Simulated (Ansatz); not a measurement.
# A series in volume per atom on Se

All results are calculated (Ansatz 0.2.0). Periodic Kohn-Sham DFT of a crystal at fixed atoms; pressure and stress are positive in compression; the energy is the free energy less that of spherical unpolarised free atoms; site moments are those in the method's own spheres, positive along +z.

Cell of the first row (space group Pm-3m, No. 221):
```
CELL_PARAMETERS angstrom
2.76290 0.00000 0.00000
0.00000 2.76290 0.00000
0.00000 0.00000 2.76290
ATOMIC_POSITIONS crystal
Se 0.00000 0.00000 0.00000
```

Settings of every row: method all-electron LAPW; functional PBEsol; relativity scalar; k mesh 12x12x12; filling fermi-dirac; smearing width 0.03 eV; basis error target 0.5 meV/atom; nucleus gaussian.

Atom start moment: 0 on all atoms.

Limits: the cell comes from a prototype or a list of computed structures and needn't be the stable phase.

```csv
row,volume per atom (Å³),energy less free atoms (eV/atom),pressure (GPa)
1,21.091,-3.7404,2.322
2,21.646,?,?
3,22.201,-3.741,-1.932
4,22.756,-3.7313,-3.647
5,23.311,-3.716,-5.132
```

Question: what energy less free atoms and pressure should row 2 give?

Worked fit of energy less free atoms. Take u = (V_r/V)^(2/3) − 1 with V_r = 22.479 Å³ an atom, which is twice the finite (Eulerian) strain; such expansions in the strain, on which the Birch-Murnaghan equation of state is built, carry the rest volume and the bulk modulus. The shown rows have u = 0.04341, 0.00833, -0.00813, -0.02394. Least squares give energy less free atoms = −3.73689 − 0.5912 × u + 11.754 × u² eV/atom; a straight line predicts inner rows, each left out in turn, worse (root mean square 0.0081 against 9.3e-06 eV/atom). All shown rows lie on it to the printed digit. Its lowest point lies at u = 0.0251, or V = 21.66 Å³ an atom, and the curvature there gives the bulk modulus at fixed shape and fractions, B = (4/9)(1 + u)² E″(u)/V = 81.2 GPa. The withheld row has u = 0.02549, so the fit gives −3.73689 − 0.5912 × (0.02549) + 11.754 × (0.02549)² = -3.7443 eV/atom.

The calculation gave -3.7444 eV/atom. The fit lies 0.0001 eV/atom (0.35 % of the column's range) above it, one unit of the last digit.

Worked fit of pressure. Take u = (V_r/V)^(2/3) − 1 with V_r = 22.479 Å³ an atom, which is twice the finite (Eulerian) strain; such expansions in the strain, on which the Birch-Murnaghan equation of state is built, carry the rest volume and the bulk modulus. The shown rows have u = 0.04341, 0.00833, -0.00813, -0.02394. Least squares give pressure = −2.8223 + 104.29 × u + 327.39 × u² GPa; a straight line predicts inner rows, each left out in turn, worse (root mean square 0.23 against 0.0032 GPa). The rows lie off it by 0.000, -0.001, 0.002, -0.001. The pressure vanishes at u = 0.0251, or V = 21.66 Å³ an atom, and there the bulk modulus at fixed shape and fractions is B = −V dP/dV = (2/3)(1 + u) dP/du = 82.5 GPa. The withheld row has u = 0.02549, so the fit gives −2.8223 + 104.29 × (0.02549) + 327.39 × (0.02549)² = 0.049 GPa.

The calculation gave 0.045 GPa. The fit lies 0.004 GPa (8.9 % of the value, 0.054 % of the column's range) above it; its largest miss of a shown row is 0.002 GPa.
